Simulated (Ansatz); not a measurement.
Set up this calculation in Ansatz 0.2.0, as the native input.

```yaml
Task: relaxation of cell and atoms
Functional: PBE
Dispersion: D4
Potentials_or_basis: Ansatz PAW
Cutoff: "420 eV (not typed: the program's choice for these potentials)"
k_mesh: 13 × 13 × 13
Occupations: fermi-dirac, width 0.05 eV
Spin: no spin polarisation
```

Crystal: Cu.

```xyz
1
Lattice="-1.4428 1.4428 1.3761 1.4428 -1.4428 1.3761 1.4428 1.4428 -1.3761" Properties=species:S:1:pos:R:3 pbc="T T T"
Cu    0.0000    0.0000    0.0000
```

This isn't the form of Cu at room conditions, which is fcc.

One way to write it, as run:

input.yaml

```yaml
crystal:
  lattice:
    - [-1.44279332, 1.44279332, 1.37608145]
    - [1.44279332, -1.44279332, 1.37608145]
    - [1.44279332, 1.44279332, -1.37608145]
  atoms:
    - { symbol: Cu, position: [0.0, 0.0, 0.0] }
hamiltonian:
  xc: pbe
  pseudopotentials: { kind: paw }
  dispersion: d4
kpoints:
  mp_grid: { grid: [13, 13, 13] }
scf:
  occupations: { method: fermi_dirac, width: 0.05 }
output:
  forces: true
  stress: true
  eigenvalues: true
relax:
  f_tol: 0.01
  max_steps: 40
  cell: { stress_tol: 0.05 }
```

Potentials or basis: Ansatz PAW.

The run is started by

```bash
$ ansatz run input.yaml --threads 2 --pin off --max-ram 5632MiB --backend cpu --events-out ev --progress --plain --runs-dir out
```

Results of the run:

```yaml
Relaxed_volume: 11.45 Å³/atom
Relaxed_cell: a = 2.460 Å, b = 2.460 Å, c = 2.460 Å, α = 108.22°, β = 108.22°, γ = 112.00°
Space_group_after_relaxing_to_0.05_Å: I4/mmm (No. 139)
Energy_gained_by_relaxing: 0.0 meV/atom
Ionic_steps: 4
Pressure_after_relaxing: 0.0 GPa
Band_gap_on_the_k_mesh: none (metal or under the smearing width)
```

Caveat: the plane-wave basis is chosen anew once the cell has moved, so the energies of steps on either side of that aren't comparable; pairwise dispersion overbinds metals, which lowers pressure and volume.

Wall time 5 s on 2 threads of Arm Neoverse V2, on a shared host, peak memory 0.3 GiB.
